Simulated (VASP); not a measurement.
# Ni (Fd-3m) in VASP: single point with PBE

Aim: the single point of Ni with PBE.

Everything below comes from runs of VASP 6.6.1. Logs are shortened: lines on timing, memory, paths and dates and some standing lists are left out, and cuts for length are marked.

## Step 1: Starting point

Symmetry: Fd-3m, No. 227, cubic system. The conventional cell has a = 5.100 Å, b = 5.100 Å, c = 5.100 Å, α = 90.00°, β = 90.00°, γ = 90.00°. Ni (site symmetry -43m) has 4 Ni at 2.21 Å as nearest neighbours.

The cell was built by a generator and needn't be a form met in nature.

## Step 2: Single point, PBE

The input, INCAR:

```
SYSTEM = Ni
PREC = Accurate ; ENCUT = 520
EDIFF = 1E-7 ; ISMEAR = -1
SIGMA = 0.13605693000000002 ; LREAL = .False.
LASPH = .True. ; NELM = 100
ALGO = Normal ; ISIF = 2
LWAVE = .False. ; LCHARG = .False.
GGA = PE ; NBANDS = 17
```

The input, KPOINTS:

```
regular mesh
0
Gamma
  9 9 9
  0 0 0
```

The input, POSCAR:

```
Ni
1.0
    0.0000000000      2.5498782461      2.5498782461
    2.5498782461      0.0000000000      2.5498782461
    2.5498782461      2.5498782461      0.0000000000
Ni
2
Direct
    0.0000000000      0.0000000000      0.0000000000
    0.2500000000      0.2500000000      0.2500000000
```

Potentials or basis: VASP PAW PBE potentials, release 64 (Ni).

Started as:

```sh
$ cat potpaw_PBE.64/Ni/POTCAR > POTCAR
$ mpirun -np 1 vasp_std > vasp.out
```

OUTCAR:

```text
SYSTEM = Ni
   PREC = Accurate
   ENCUT = 520
   EDIFF = 1E-7
   ISMEAR = -1
   LREAL = .False.
   LASPH = .True.
   NELM = 100
   ISIF = 2
   GGA = PE

 ion  position               nearest neighbor table
   1  0.000  0.000  0.000-   2 2.21   2 2.21   2 2.21   2 2.21
   2  0.250  0.250  0.250-   1 2.21   1 2.21   1 2.21   1 2.21

  LATTYP: Found a face centered cubic cell.
 ALAT       =     5.0997564922

  Lattice vectors:

 A1 = (   0.0000000000,   2.5498782461,   2.5498782461)
 A2 = (   2.5498782461,   0.0000000000,   2.5498782461)
 A3 = (   2.5498782461,   2.5498782461,   0.0000000000)

Analysis of symmetry for initial positions (statically):
=====================================================================
 Subroutine PRICEL returns:
 Original cell was already a primitive cell.

 Routine SETGRP: Setting up the symmetry group for a
 face centered cubic supercell.

 Subroutine GETGRP returns: Found 48 space group operations
 (whereof 24 operations were pure point group operations)
 out of a pool of 48 trial point group operations.

The static configuration has the point symmetry T_d .
 The point group associated with its full space group is O_h .

Analysis of symmetry for dynamics (positions and initial velocities):
=====================================================================
 Subroutine PRICEL returns:
 Original cell was already a primitive cell.

 Routine SETGRP: Setting up the symmetry group for a
 face centered cubic supercell.

 Subroutine GETGRP returns: Found 48 space group operations
 (whereof 24 operations were pure point group operations)
 out of a pool of 48 trial point group operations.

The dynamic configuration has the point symmetry T_d .
 The point group associated with its full space group is O_h .

 Subroutine INISYM returns: Found 48 space group operations
 (whereof 24 operations are pure point group operations),
 and found     1 'primitive' translations

----------------------------------------------------------------------------------------

                                     Primitive cell

  volume of cell :      33.1580

  direct lattice vectors                    reciprocal lattice vectors
     0.000000000  2.549878246  2.549878246    -0.196087794  0.196087794  0.196087794
     2.549878246  0.000000000  2.549878246     0.196087794 -0.196087794  0.196087794
     2.549878246  2.549878246  0.000000000     0.196087794  0.196087794 -0.196087794

  length of vectors
     3.606072398  3.606072398  3.606072398     0.339634022  0.339634022  0.339634022

  position of ions in fractional coordinates (direct lattice)
     0.000000000  0.000000000  0.000000000
     0.250000000  0.250000000  0.250000000

  ion indices of the primitive-cell ions
   primitive index   ion index
                 1           1
                 2           2

----------------------------------------------------------------------------------------

 KPOINTS: regular mesh

Automatic generation of k-mesh.
 Grid dimensions read from file:
 generate k-points for:    9    9    9

 Generating k-lattice:

  Cartesian coordinates                     Fractional coordinates (reciprocal lattice)
    -0.021787533  0.021787533  0.021787533     0.111111111  0.000000000  0.000000000
     0.021787533 -0.021787533  0.021787533     0.000000000  0.111111111  0.000000000
     0.021787533  0.021787533 -0.021787533     0.000000000  0.000000000  0.111111111

  Length of vectors
     0.037737114  0.037737114  0.037737114

  Shift w.r.t. Gamma in fractional coordinates (k-lattice)
     0.000000000  0.000000000  0.000000000

 Subroutine IBZKPT returns following result:
 ===========================================

 Found     35 irreducible k-points:

 Following reciprocal coordinates:
            Coordinates               Weight
  0.000000  0.000000  0.000000      1.000000
  0.111111  0.000000  0.000000      8.000000
  0.222222  0.000000  0.000000      8.000000
  0.333333  0.000000  0.000000      8.000000
  0.444444  0.000000  0.000000      8.000000
  0.111111  0.111111  0.000000      6.000000
[... 16 lines left out ...]
 -0.333333  0.333333  0.000000     12.000000
  0.444444  0.444444  0.000000      6.000000
 [... further k-points ...]
   k-points           NKPTS =     35   k-points in BZ     NKDIM =     35   number of bands    NBANDS=     17
   number of dos      NEDOS =    301   number of ions     NIONS =      2
   total plane-waves  NPLWV =  21952
   dimension x,y,z NGX =    28 NGY =   28 NGZ =   28
   dimension x,y,z NGXF=    56 NGYF=   56 NGZF=   56
   ions per type =               2
   NGX,Y,Z   is equivalent  to a cutoff of  12.91, 12.91, 12.91 a.u.
   NGXF,Y,Z  is equivalent  to a cutoff of  25.82, 25.82, 25.82 a.u.
 SYSTEM =  Ni
   PREC   = accura    normal or accurate (medium, high low for compatibility)
   ISTART =      0    job   : 0-new  1-cont  2-samecut
   ICHARG =      2    charge: 1-file 2-atom 10-const
   ISPIN  =      1    spin polarized calculation?
   LNONCOLLINEAR =      F non collinear calculations
   LSORBIT =      F    spin-orbit coupling
   LASPH  =      T    aspherical Exc in radial PAW
   ENCUT  =  520.0 eV  38.22 Ry    6.18 a.u.   6.70  6.70  6.70*2*pi/ulx,y,z
   NELM   =    100;   NELMIN=  2; NELMDL= -5     # of ELM steps
   EDIFF  = 0.1E-06   stopping-criterion for ELM
   LREAL  =      F    real-space projection
   EDIFFG = 0.1E-05   stopping-criterion for IOM
   NSW    =      0    number of steps for IOM
   IBRION =     -1    ionic relax: 0-MD 1-quasi-New 2-CG
   NFREE  =      0    steps in history (QN), initial steepest desc. (CG)
   ISIF   =      2    stress and relaxation
   ISYM   =      2    0-nonsym 1-usesym 2-fastsym
   POTIM  = 0.5000    time-step for ionic-motion
   TEBEG  =    0.0;   TEEND  =   0.0 temperature during run
   PSTRESS=    0.0 pullay stress
   NELECT =      20.0000    total number of electrons
   NUPDOWN=      -1.0000    fix difference up-down
   EMIN   =  10.00;   EMAX   =-10.00  energy-range for DOS
   EFERMI =   0.00;   METHOD = LEGACY
   ISMEAR =    -1;   SIGMA  =   0.14  broadening in eV -4-tet -1-fermi 0-gaus
   EFERMI_NEDOS =   21; number of points for ismear=-14 and -15
   IALGO  =     38    algorithm
   IMIX   =      4    mixing-type and parameters
     AMIX     =   0.40;   BMIX     =  1.00
     AMIX_MAG =   1.60;   BMIX_MAG =  1.00
  volume/ion in A,a.u.               =      16.58       111.88
  Fermi-wavevector in a.u.,A,eV,Ry     =   1.383212  2.613891 26.031689  1.913275
  Thomas-Fermi vector in A             =   2.507831
   LORBIT       =      0    0 simple, 1 ext, 2 COOP (PROOUT), +10 PAW based schemes
   GGA     = PE    functional components
   LHFCALC =     F    Hartree Fock is set to
   AEXX    =    0.0000 exact exchange contribution
   IVDW    =     0    specifies the selected vdW correction
   LEPSILON=     F    determine dielectric tensor
   LRPA    =     F    only Hartree local field effects (RPA)
 non-spin polarized calculation
  energy-cutoff  :      520.00
  volume of cell :       33.16
 maximum number of plane-waves:       908
   NGX = 13   NGY = 13   NGZ = 13

 number of electron      19.9999988 magnetization

 Free energy of the ion-electron system (eV)
  ---------------------------------------------------
  ext. energy  EPLUGINS =         0.00000000
  ---------------------------------------------------
  free energy    TOTEN  =        -8.56912408 eV

  energy without entropy =       -8.23845154  energy(sigma->0) =       -8.40378781

 E-fermi :   4.5312     XC(G=0): -10.6478

 val. band max:        4.5269230481   @ k =  -0.3333   0.3333   0.0000
 cond. band min:       4.5362371656   @ k =  -0.3333   0.4444   0.2222
 fundamental gap:      0.0093141175
 Fermi energy:         4.5312219139

 k-point     1 :       0.0000    0.0000    0.0000
  band No.  band energies     occupation
      1      -1.8492      2.00000
      2       1.9543      2.00000
      3       1.9543      2.00000
      4       1.9993      2.00000
      5       1.9993      2.00000
      6       1.9993      2.00000
[... 9 lines left out ...]
     16      16.9630      0.00000
     17      16.9630      0.00000

 k-point     2 :       0.1111    0.0000    0.0000
  band No.  band energies     occupation
      1      -1.6295      2.00000
      2       1.8413      2.00000
      3       1.8413      2.00000
      4       2.0081      2.00000
      5       2.1546      2.00000
      6       2.1546      2.00000
[... 9 lines left out ...]
     16      18.1163      0.00000
     17      18.1163      0.00000

 k-point     3 :       0.2222    0.0000    0.0000
  band No.  band energies     occupation
      1      -0.9933      2.00000
      2       1.7922      2.00000
      3       1.7922      2.00000
      4       2.0460      2.00000
      5       2.2812      2.00000
      6       2.2812      2.00000
[... 9 lines left out ...]
     16      18.5447      0.00000
     17      18.5447      0.00000

 k-point     4 :       0.3333    0.0000    0.0000
  band No.  band energies     occupation
      1      -0.0422      2.00000
      2       1.8356      2.00000
      3       1.8356      2.00000
      4       2.1084      2.00000
      5       2.2642      2.00000
      6       2.2642      2.00000
[... 9 lines left out ...]
     16      17.8158      0.00000
     17      17.8158      0.00000
[... 343 lines left out ...]
      1       1.4215      2.00000
      2       1.6645      2.00000
      3       1.9871      2.00000
      4       2.0227      2.00000
      5       2.4180      2.00000
      6       2.8480      1.99999
[... 9 lines left out ...]
     16      17.7683      0.00000
     17      22.9199      0.00000

 k-point    23 :      -0.3333    0.3333    0.0000
  band No.  band energies     occupation
      1       1.3780      2.00000
      2       1.8223      2.00000
      3       1.8806      2.00000
      4       1.9548      2.00000
      5       2.3324      2.00000
      6       2.8815      1.99999
[... 9 lines left out ...]
     16      20.5906      0.00000
     17      22.0932      0.00000

 k-point    24 :       0.4444    0.4444    0.0000
  band No.  band energies     occupation
      1       1.4336      2.00000
      2       1.6301      2.00000
      3       2.0653      2.00000
      4       2.0653      2.00000
      5       2.1208      2.00000
      6       2.7247      2.00000
[... 9 lines left out ...]
     16      14.0517      0.00000
     17      26.9071      0.00000

 [... further k-points ...]
[... 5 lines left out ...]
  --------------------------------------------------------------------------------------
  -------------------------------------------------------------------------------------
  Total        0.0150244      0.0150244      0.0150244      0.0000000      0.0000000      0.0000000
  in kB        0.7259691      0.7259691      0.7259691      0.0000000      0.0000000      0.0000000
  external PRESSURE =       0.7259691 kB  Pullay stress =       0.0000000 kB

 VOLUME and BASIS-vectors are now :
 -----------------------------------------------------------------------------
  energy-cutoff  :      520.00
  volume of cell :       33.16
      direct lattice vectors                 reciprocal lattice vectors
     0.000000000  2.549878246  2.549878246    -0.196087794  0.196087794  0.196087794
     2.549878246  0.000000000  2.549878246     0.196087794 -0.196087794  0.196087794
     2.549878246  2.549878246  0.000000000     0.196087794  0.196087794 -0.196087794

 POSITION                                       TOTAL-FORCE (eV/Angst)
 -----------------------------------------------------------------------------------
      0.00000      0.00000      0.00000        -0.000000     -0.000000     -0.000000
      1.27494      1.27494      1.27494         0.000000      0.000000      0.000000
 -----------------------------------------------------------------------------------
    total drift:                                0.000000      0.000000      0.000000

  FREE ENERGIE OF THE ION-ELECTRON SYSTEM (eV)
  ---------------------------------------------------
  free  energy   TOTEN  =        -8.5691240761 eV

  energy  without entropy=       -8.2384515367  energy(sigma->0) =       -8.40378781
```

It took 18 s on 1 thread of Intel Xeon Platinum 8488C (Sapphire Rapids), shared host; peak memory 0.15 GiB.

What came out:

```yaml
Free_energy: -8.5691 eV
Pressure: 0.1 GPa
Band_gap_on_the_k_mesh: none (metal or under the smearing width)
```

Caveat: the run has no spin polarisation, though such a crystal can be magnetic. Spin polarisation is off, so any magnetic state and its effect on volume and gap are missing.
